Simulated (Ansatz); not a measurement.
Crystal: BaS.

```
CELL_PARAMETERS angstrom
0.00000 3.19375 3.19375
3.19375 0.00000 3.19375
3.19375 3.19375 0.00000
ATOMIC_POSITIONS crystal
Ba 0.00000 0.00000 0.00000
S 0.50000 0.50000 0.50000
```

Base run:

| Property | Result |
| --- | --- |
| Program | Ansatz 0.2.0 |
| Functional | PBE0 |
| Potentials or basis | all-electron PAW datasets made for the crystal |
| Cutoff | 290 eV (chosen from the basis error) |
| k mesh | 6 × 6 × 6 |
| Occupations | fermi-dirac, width 0.05 eV |
| Spin | no spin polarisation |

Its results: band gap on the k mesh 3.80 eV, indirect (least direct gap 3.94 eV); pressure 0.4 GPa.

Problem. The run is repeated on the same cell with these changes: functional from PBE0 to HSE06. What comes out?

Solution. Band gap on the k mesh 3.11 eV, indirect (least direct gap 3.24 eV); pressure 0.4 GPa.

Caveats: spin-orbit coupling is left out, which moves the levels of the heavy elements.

A k mesh can miss the band edges.
